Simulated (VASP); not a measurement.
Write the native input for VASP 6.6.1 that does the following.

```
Task                   : single point
Functional             : PBE
Potentials or basis    : VASP PAW PBE potentials, release 64 (Si, Mo_sv)
Cutoff                 : 520 eV
k mesh                 : 4 × 4 × 4
Occupations            : gaussian, width 0.1 eV
Spin                   : collinear spin, typed start
Starting moments       : [0.0, 1.0, 1.0, 1.0, 1.0, 1.0, 1.0] μB
Dipole correction      : no
Further INCAR settings : ALGO = Normal; EDIFF = 1e-06; NBANDS = 57
```

The structure of SiMo6 lies in POSCAR:

```
SiMo6
1.0
    6.0125777343      0.0000000000      0.0000000000
    0.0000000000      6.0125777343      0.0000000000
    0.0000000000      0.0000000000      6.0125777343
Si Mo
1 6
Direct
    0.0000000000      0.0000000000      0.0000000000
    0.2002310282      0.5000000000      0.5000000000
    0.5000000000      0.2002310282      0.5000000000
    0.7997689718      0.5000000000      0.5000000000
    0.5000000000      0.7997689718      0.5000000000
    0.5000000000      0.5000000000      0.2002310282
    0.5000000000      0.5000000000      0.7997689718
```

The cell was built by a generator and needn't be a form met in nature.

The cell isn't the ideal one: species swapped into the LaB6 type (Pm-3m, No. 221).

One way to write it, as run:

INCAR

```
PREC = Accurate ; ENCUT = 520
EDIFF = 1E-6 ; ISMEAR = 0
SIGMA = 0.1 ; LREAL = F
LASPH = T ; NELM = 150
ALGO = Normal ; ISIF = 2
LWAVE = F ; LCHARG = F
ISPIN = 2 ; MAGMOM = 0 1 1 1 1 1 1
LORBIT = 11 ; LMAXMIX = 4
GGA = PE ; NBANDS = 57
```

KPOINTS

```
regular mesh
0
Gamma
  4 4 4
```

Potentials or basis: VASP PAW PBE potentials, release 64 (Si, Mo_sv).

The run is started by

```console
$ cat potpaw_PBE.64/Si/POTCAR potpaw_PBE.64/Mo_sv/POTCAR > POTCAR
$ mpirun -np 1 vasp_std > vasp.out
```

It gave:

- Pressure: 0.2 GPa
- Largest force: 0.009 eV/Å
- Band gap on the k mesh: none (metal or under the smearing width)
- Net moment: 0.00 μB per cell
- Valence electrons inside the program's atomic spheres: Si 1.42; Mo 12.71

Run time: 2.3 min on 1 thread of Intel(R) Xeon(R) 6975P-C (Granite Rapids) (shared host), peak memory 0.49 GiB.
